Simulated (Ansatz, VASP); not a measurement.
# One calculation of MnO, two programs

```xyz
2
Lattice="2.6178 0.0000 0.0000 0.0000 2.6178 0.0000 0.0000 0.0000 2.6178" Properties=species:S:1:pos:R:3 pbc="T T T"
Mn    0.0000    0.0000    0.0000
O     1.3089    1.3089    1.3089
```

Measurements of this composition are mostly on another form, of space group No. 225.

Alike in both runs: task single point; functional PBE; k mesh 10 × 10 × 10; occupations fermi-dirac, width 0.05 eV; collinear spin.

|  | VASP | Ansatz |
| --- | --- | --- |
| version | VASP 6.6.1 | Ansatz 0.2.0 |
| potentials or method | VASP PAW PBE potentials, release 64 (Mn_pv, O) | Ansatz PAW |
| plane-wave cutoff (eV) | 520 | 420 |
| valence electrons in the cell | 19 | 21 |

Ansatz gave:

| Item | Value |
| --- | --- |
| gap on the k mesh at the Fermi level (eV) | none |
| pressure (GPa) | 8.6 |
| net moment per atom (μB) | 1.81 |
| size of the moment on the site where the two differ most (μB) | 3.24 |

Question: What did VASP give for the same quantities?

Answer: gap on the k mesh at the Fermi level (eV): none; pressure (GPa): 9.0; net moment per atom (μB): 1.81; size of the moment on the site where the two differ most (μB): 3.43.

Site moments also hang on the region over which each program counts them. A gap of «none» marks a metal or a gap that the smearing closes. The two sets of potentials don't hold the same shells in valence.

Caveats: a cell with one magnetic atom can't hold antiferromagnetic order, which such compounds often take; semilocal functionals often make such compounds metallic where correlation or magnetic order opens a gap, which also shifts bond lengths; the pressure holds a Pulay correction of +0.7 GPa for the finite cutoff (Ansatz).
